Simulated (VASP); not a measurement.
# MoS2 (R3m) in VASP: a series of runs

One crystal, MoS2, is run at these levels: LDA+U; tasks: single point.

Program: VASP 6.6.1. These are calculated values, not measurements. Logs are shortened: lines on timing, memory, paths and dates and some standing lists are left out, and cuts for length are marked.

**1. The structure**

The structure is trigonal, space group R3m (No. 160). Conventional cell: a = 3.163 Å, b = 3.163 Å, c = 18.370 Å, α = 90.00°, β = 90.00°, γ = 120.00°. Mo (site symmetry 3m) has 6 S at 2.36 Å as nearest neighbours. S (site symmetry 3m) has 3 Mo at 2.36 Å as nearest neighbours. S (site symmetry 3m) is surrounded by 3 Mo at 2.36 Å.

Measurements of this composition are mostly on another form, of space group No. 194.

**2. Single point, LDA+U, collinear spin, typed start**

Contents of INCAR:

```
SYSTEM = MoS2
ALGO = Fast ; EDIFF = 1E-7
ENCUT = 520 ; GGA = CA
ISIF = 2 ; ISMEAR = 0
ISPIN = 2 ; LASPH = .True.
LCHARG = .False. ; LDAU = .True.
LDAUJ = 0.5 0 ; LDAUL = 2 -1
LDAUPRINT = 1 ; LDAUTYPE = 1
LDAUU = 4 0 ; LMAXMIX = 4
LORBIT = 11 ; LREAL = .False.
LWAVE = .False. ; MAGMOM = 2 0 0
NBANDS = 24 ; NELM = 150
PREC = Accurate ; SIGMA = 0.05
```

Contents of KPOINTS:

```
k-points
0
Gamma
  7 7 7
  0 0 0
```

Contents of POSCAR:

```
MoS2
1.0
    1.5814998900      0.9130793900      6.1233282100
   -1.5814998900      0.9130793900      6.1233282100
    0.0000000000     -1.8261587800      6.1233282100
Mo S
1 2
Direct
    0.0000000000      0.0000000000      0.0000000000
    0.7484000000      0.7484000000      0.7484000000
    0.5849000000      0.5849000000      0.5849000000
```

Potentials or basis: VASP PAW LDA potentials, release 64 (Mo_sv, S).

Run with:

```sh
$ cat potpaw_LDA.64/Mo_sv/POTCAR potpaw_LDA.64/S/POTCAR > POTCAR
$ mpirun -np 1 vasp_std > vasp.out
```

OUTCAR:

```text
SYSTEM = MoS2
   EDIFF = 1E-7
   ENCUT = 520
   GGA = CA
   ISIF = 2
   ISMEAR = 0
   ISPIN = 2
   LASPH = .True.
   LORBIT = 11
   LREAL = .False.
   NELM = 150
   PREC = Accurate

 ion  position               nearest neighbor table
   1  0.000  0.000  0.000-   2 2.36   2 2.36   2 2.36   3 2.36   3 2.36   3 2.36
   2  0.748  0.748  0.748-   1 2.36   1 2.36   1 2.36
   3  0.585  0.585  0.585-   1 2.36   1 2.36   1 2.36

  LATTYP: Found a trigonal (rhomboedric) cell.
 ALAT       =     6.3898360106
 COS(alpha) =     0.8774851015

  Lattice vectors:

 A1 = (   1.5814998900,   0.9130793900,   6.1233282100)
 A2 = (  -1.5814998900,   0.9130793900,   6.1233282100)
 A3 = (   0.0000000000,  -1.8261587800,   6.1233282100)

Analysis of symmetry for initial positions (statically):
=====================================================================
 Subroutine PRICEL returns:
 Original cell was already a primitive cell.

 Routine SETGRP: Setting up the symmetry group for a
 trigonal (rhombohedral) supercell.

 Subroutine GETGRP returns: Found  6 space group operations
 (whereof  6 operations were pure point group operations)
 out of a pool of 12 trial point group operations.

The static configuration has the point symmetry C_3v.

Analysis of symmetry for dynamics (positions and initial velocities):
=====================================================================
 Subroutine PRICEL returns:
 Original cell was already a primitive cell.

 Routine SETGRP: Setting up the symmetry group for a
 trigonal (rhombohedral) supercell.

 Subroutine GETGRP returns: Found  6 space group operations
 (whereof  6 operations were pure point group operations)
 out of a pool of 12 trial point group operations.

The dynamic configuration has the point symmetry C_3v.

Analysis of structural, dynamic, and magnetic symmetry:
=====================================================================
 Subroutine PRICEL returns:
 Original cell was already a primitive cell.

 Routine SETGRP: Setting up the symmetry group for a
 trigonal (rhombohedral) supercell.

 Subroutine GETGRP returns: Found  6 space group operations
 (whereof  6 operations were pure point group operations)
 out of a pool of 12 trial point group operations.

The overall configuration has the point symmetry C_3v.

 Subroutine INISYM returns: Found  6 space group operations
 (whereof  6 operations are pure point group operations),
 and found     1 'primitive' translations

----------------------------------------------------------------------------------------

                                     Primitive cell

  volume of cell :      53.0538

  direct lattice vectors                    reciprocal lattice vectors
     1.581499890  0.913079390  6.123328210     0.316155571  0.182532503  0.054436627
    -1.581499890  0.913079390  6.123328210    -0.316155571  0.182532503  0.054436627
     0.000000000 -1.826158780  6.123328210     0.000000000 -0.365065006  0.054436627

  length of vectors
     6.389836011  6.389836011  6.389836012     0.369101349  0.369101349  0.369101348

  position of ions in fractional coordinates (direct lattice)
     0.000000000  0.000000000  0.000000000
     0.748400000  0.748400000  0.748400000
     0.584900000  0.584900000  0.584900000

  ion indices of the primitive-cell ions
   primitive index   ion index
                 1           1
                 2           2
[... 74 lines left out ...]
   LREAL  =      F    real-space projection
   EDIFFG = 0.1E-05   stopping-criterion for IOM
   NSW    =      0    number of steps for IOM
   IBRION =     -1    ionic relax: 0-MD 1-quasi-New 2-CG
   NFREE  =      0    steps in history (QN), initial steepest desc. (CG)
   ISIF   =      2    stress and relaxation
   ISYM   =      2    0-nonsym 1-usesym 2-fastsym
   POTIM  = 0.5000    time-step for ionic-motion
   TEBEG  =    0.0;   TEEND  =   0.0 temperature during run
   PSTRESS=    0.0 pullay stress
   NELECT =      26.0000    total number of electrons
   NUPDOWN=      -1.0000    fix difference up-down
   EMIN   =  10.00;   EMAX   =-10.00  energy-range for DOS
   EFERMI =   0.00;   METHOD = LEGACY
   ISMEAR =     0;   SIGMA  =   0.05  broadening in eV -4-tet -1-fermi 0-gaus
   EFERMI_NEDOS =   21; number of points for ismear=-14 and -15
   IALGO  =     68    algorithm
   IMIX   =      4    mixing-type and parameters
     AMIX     =   0.40;   BMIX     =  1.00
     AMIX_MAG =   1.60;   BMIX_MAG =  1.00
  volume/ion in A,a.u.               =      17.68       119.34
  Fermi-wavevector in a.u.,A,eV,Ry     =   1.290705  2.439079 22.666222  1.665920
  Thomas-Fermi vector in A             =   2.422520
   LORBIT       =     11    0 simple, 1 ext, 2 COOP (PROOUT), +10 PAW based schemes
 LDA+U is selected, type is set to LDAUTYPE =  1
   angular momentum for each species LDAUL =     2   -1
   U (eV)           for each species LDAUU =   4.0  0.0
   J (eV)           for each species LDAUJ =   0.5  0.0
   GGA     = CA    functional components
   LHFCALC =     F    Hartree Fock is set to
   AEXX    =    0.0000 exact exchange contribution
   IVDW    =     0    specifies the selected vdW correction
   LEPSILON=     F    determine dielectric tensor
   LRPA    =     F    only Hartree local field effects (RPA)
 spin polarized calculation
 RMM-DIIS sequential band-by-band and
 Gauss-broadening in eV      SIGMA  =   0.05
  energy-cutoff  :      520.00
  volume of cell :       53.05
 maximum number of plane-waves:      1438
   NGX = 23   NGY = 23   NGZ = 23

 number of electron      26.0000001 magnetization      -0.0001576

atom =   1  type =  1  l = 2

 onsite density matrix

spin component  1

  0.4014  0.0000 -0.0000  0.0004  0.0000
  0.0000  0.3948  0.0000  0.0000  0.0004
 -0.0000  0.0000  0.4277  0.0000  0.0000
  0.0004  0.0000  0.0000  0.3948  0.0000
  0.0000  0.0004  0.0000  0.0000  0.4014

spin component  2

  0.4014 -0.0000 -0.0000  0.0004  0.0000
 -0.0000  0.3948  0.0000 -0.0000  0.0004
 -0.0000  0.0000  0.4277  0.0000  0.0000
  0.0004 -0.0000  0.0000  0.3948 -0.0000
  0.0000  0.0004  0.0000 -0.0000  0.4014

 occupancies and eigenvectors

  o =  0.3948  v =  0.0531 -0.0000  0.0000 -0.9986  0.0000  0.0000  0.0000  0.0000  0.0000  0.0000      0.0000  0.0000  0.0000  0.0000  0.0000  0.0000  0.0000  0.0000  0.0000  0.0000
  o =  0.3948  v =  0.0000  0.9986  0.0000 -0.0000 -0.0531  0.0000  0.0000  0.0000  0.0000  0.0000      0.0000  0.0000  0.0000  0.0000  0.0000  0.0000  0.0000  0.0000  0.0000  0.0000
  o =  0.3948  v =  0.0000  0.0000  0.0000  0.0000  0.0000 -0.0530 -0.0000 -0.0000  0.9986  0.0000      0.0000  0.0000  0.0000  0.0000  0.0000  0.0000  0.0000  0.0000  0.0000  0.0000
  o =  0.3948  v =  0.0000  0.0000  0.0000  0.0000  0.0000  0.0000 -0.9986 -0.0000 -0.0000  0.0530      0.0000  0.0000  0.0000  0.0000  0.0000  0.0000  0.0000  0.0000  0.0000  0.0000
  o =  0.4014  v = -0.9986  0.0000 -0.0000 -0.0531  0.0000  0.0000  0.0000  0.0000  0.0000  0.0000      0.0000  0.0000  0.0000  0.0000  0.0000  0.0000  0.0000  0.0000  0.0000  0.0000
  o =  0.4014  v = -0.0000 -0.0531  0.0000 -0.0000 -0.9986  0.0000  0.0000  0.0000  0.0000  0.0000      0.0000  0.0000  0.0000  0.0000  0.0000  0.0000  0.0000  0.0000  0.0000  0.0000
  o =  0.4015  v =  0.0000  0.0000  0.0000  0.0000  0.0000 -0.9986  0.0000 -0.0000 -0.0530  0.0000      0.0000  0.0000  0.0000  0.0000  0.0000  0.0000  0.0000  0.0000  0.0000  0.0000
  o =  0.4015  v =  0.0000  0.0000  0.0000  0.0000  0.0000 -0.0000 -0.0530  0.0000 -0.0000 -0.9986      0.0000  0.0000  0.0000  0.0000  0.0000  0.0000  0.0000  0.0000  0.0000  0.0000
  o =  0.4277  v =  0.0000 -0.0000 -1.0000 -0.0000 -0.0000  0.0000  0.0000  0.0000  0.0000  0.0000      0.0000  0.0000  0.0000  0.0000  0.0000  0.0000  0.0000  0.0000  0.0000  0.0000
  o =  0.4277  v =  0.0000  0.0000  0.0000  0.0000  0.0000  0.0000 -0.0000 -1.0000 -0.0000 -0.0000      0.0000  0.0000  0.0000  0.0000  0.0000  0.0000  0.0000  0.0000  0.0000  0.0000

 number of electron      26.0000001 magnetization       0.0000787

 Free energy of the ion-electron system (eV)
  ---------------------------------------------------
  ext. energy  EPLUGINS =         0.00000000
  ---------------------------------------------------
  free energy    TOTEN  =       -20.20375527 eV

  energy without entropy =      -20.20375527  energy(sigma->0) =      -20.20375527

 E-fermi :   7.9572     XC(G=0): -11.1074

 val. band max:        7.7264615966   @ k =   0.4286   0.4286   0.4286
 cond. band min:       8.6373815720   @ k =  -0.2857   0.2857   0.0000
 fundamental gap:      0.9109199754
 Fermi energy:         7.9572383631

 spin component 1

 k-point     1 :       0.0000    0.0000    0.0000
  band No.  band energies     occupation
      1     -53.9096      1.00000
      2     -28.2663      1.00000
      3     -28.0532      1.00000
      4     -28.0532      1.00000
      5      -7.6067      1.00000
      6      -5.7244      1.00000
[... 1289 lines left out ...]
     23      18.7943      0.00000
     24      19.5735      0.00000

 [... further k-points ...]

------------------------ aborting loop because EDIFF is reached ----------------------------------------

  FORCE on cell =-STRESS in cart. coord.  units (eV):
  Direction    XX          YY          ZZ          XY          YZ          ZX
  --------------------------------------------------------------------------------------
  -------------------------------------------------------------------------------------
  Total        0.3888590      0.3888590      2.8168703      0.0000000      0.0000000     -0.0000000
  in kB       11.7431950     11.7431951     85.0669649      0.0000000      0.0000000     -0.0000000
  external PRESSURE =      36.1844517 kB  Pullay stress =       0.0000000 kB

 VOLUME and BASIS-vectors are now :
 -----------------------------------------------------------------------------
  energy-cutoff  :      520.00
  volume of cell :       53.05
      direct lattice vectors                 reciprocal lattice vectors
     1.581499890  0.913079390  6.123328210     0.316155571  0.182532503  0.054436627
    -1.581499890  0.913079390  6.123328210    -0.316155571  0.182532503  0.054436627
     0.000000000 -1.826158780  6.123328210     0.000000000 -0.365065006  0.054436627

 POSITION                                       TOTAL-FORCE (eV/Angst)
 -----------------------------------------------------------------------------------
      0.00000      0.00000      0.00000         0.000000     -0.000000     -0.002086
      0.00000      0.00000     13.74810         0.000000      0.000000      1.076258
      0.00000      0.00000     10.74460         0.000000      0.000000     -1.074172
 -----------------------------------------------------------------------------------
    total drift:                                0.000000     -0.000000     -0.000019

  FREE ENERGIE OF THE ION-ELECTRON SYSTEM (eV)
  ---------------------------------------------------
  free  energy   TOTEN  =       -20.2037552665 eV

  energy  without entropy=      -20.2037552665  energy(sigma->0) =      -20.20375527

 total charge

# of ion       s       p       d       tot
------------------------------------------
    1        2.315   6.247   3.982  12.545
    2        1.361   2.364   0.000   3.724
    3        1.361   2.363   0.000   3.724
--------------------------------------------------
tot          5.037  10.974   3.982  19.993

 magnetization (x)

# of ion       s       p       d       tot
------------------------------------------
    1        0.000   0.000  -0.000  -0.000
    2       -0.000  -0.000   0.000  -0.000
    3       -0.000  -0.000   0.000  -0.000
--------------------------------------------------
tot         -0.000  -0.000  -0.000  -0.000
```

Wall time 6.5 min (1 thread of Intel Xeon Platinum 8488C (Sapphire Rapids), shared host); peak memory 0.3 GiB.

What came out:

- Free energy: -20.2038 eV
- Pressure: 3.6 GPa
- Largest force: 1.076 eV/Å
- Band gap on the k mesh: 0.91 eV, indirect (least direct gap 2.01 eV)
- Net moment: 0.00 μB per cell
- Valence electrons inside the program's atomic spheres: Mo 12.54; S 3.72

Forces in eV/Å, atoms in the order of the input:
```
Mo   0.000  0.000 -0.002
S    0.000  0.000  1.076
S    0.000  0.000 -1.074
```

Stress tensor (GPa, compression positive):
```
1.17 0.00 0.00
0.00 1.17 0.00
0.00 0.00 8.51
```

Levels at points of the mesh, in eV from the valence-band top:
Spin up:
```
           k point  band 10  band 11  band 12  band 13  band 14  band 15  band 16  band 17
(0.00, 0.00, 0.00)    -2.59    -2.59    -1.32    -1.20     1.93     1.93     2.44     2.44
```
Spin down:
```tsv
k point	band 10	band 11	band 12	band 13	band 14	band 15	band 16	band 17
(0.00, 0.00, 0.00)	-2.59	-2.59	-1.32	-1.20	1.93	1.93	2.44	2.44
```

Eigenvalues of the final occupation matrices:
```csv
site,spin,trace,eigenvalues
site 1 d,1,2.02,0.39 0.39 0.40 0.40 0.43
site 1 d,2,2.02,0.39 0.39 0.40 0.40 0.43
```

Caveat: an odd mesh through Γ misses points on the zone boundary, where band edges often lie; forces of over 1 eV/Å show positions far from the minimum, so gaps and moduli don't describe the material at rest.

**3. Single point, LDA+U, collinear spin, typed start**

Contents of INCAR:

```
PREC = Accurate
ENCUT = 520
EDIFF = 1E-6
ISMEAR = 0
SIGMA = 0.05
LREAL = False
LASPH = True
NELM = 150
ALGO = Fast
ISIF = 2
LWAVE = False
LCHARG = False
ISPIN = 2
MAGMOM = 2 0 0
LORBIT = 11
LMAXMIX = 4
LDAU = True
LDAUTYPE = 1
LDAUL = 2 -1
LDAUU = 4 0
LDAUJ = 0.5 0
LDAUPRINT = 1
GGA = CA
NBANDS = 24
```

Contents of KPOINTS:

```
regular mesh
0
Gamma
  7 7 7
```

POSCAR is that of step 2.

Potentials or basis: VASP PAW LDA potentials, release 64 (Mo_sv, S).

Run with:

```sh
$ cat potpaw_LDA.64/Mo_sv/POTCAR potpaw_LDA.64/S/POTCAR > POTCAR
$ mpirun -np 1 vasp_std > vasp.out
```

Run time: 6.1 min. Hardware: 1 thread of Intel Xeon Platinum 8488C (Sapphire Rapids), shared host; peak memory 0.3 GiB.

The run converged. Its results:

```
Free energy                                           : -20.2038 eV
Pressure                                              : 3.6 GPa
Largest force                                         : 1.076 eV/Å
Band gap on the k mesh                                : 0.91 eV, indirect (least direct gap 2.00 eV)
Net moment                                            : 0.00 μB per cell
Valence electrons inside the program's atomic spheres : Mo 12.54; S 3.72
```

Forces in eV/Å, atoms in the order of the input:
```
Mo   0.000  0.000 -0.002
S    0.000  0.000  1.076
S    0.000  0.000 -1.074
```

Stress tensor (GPa, compression positive):
```
1.17 0.00 0.00
0.00 1.17 0.00
0.00 0.00 8.49
```

Levels at points of the mesh, in eV from the valence-band top:
Spin up:
```tsv
k point	band 11	band 12	band 13	band 14	band 15	band 16
(0.00, 0.00, 0.00)	-2.59	-1.32	-1.20	1.93	1.93	2.44
```
Spin down:
| k point | band 9 | band 10 | band 11 | band 12 | band 13 | band 14 | band 15 | band 16 | band 17 | band 18 |
| --- | --- | --- | --- | --- | --- | --- | --- | --- | --- | --- |
| (0.00, 0.00, 0.00) | -3.82 | -2.59 | -2.59 | -1.32 | -1.20 | 1.93 | 1.93 | 2.44 | 2.44 | 5.10 |

Eigenvalues of the final occupation matrices:
```csv
site,spin,trace,eigenvalues
site 1 d,1,2.02,0.39 0.39 0.40 0.40 0.43
site 1 d,2,2.02,0.39 0.39 0.40 0.40 0.43
```

Caveat: an odd mesh through Γ misses points on the zone boundary, where band edges often lie; forces of over 1 eV/Å show positions far from the minimum, so gaps and moduli don't describe the material at rest. The state reached can hang on the start; a lower one may exist.
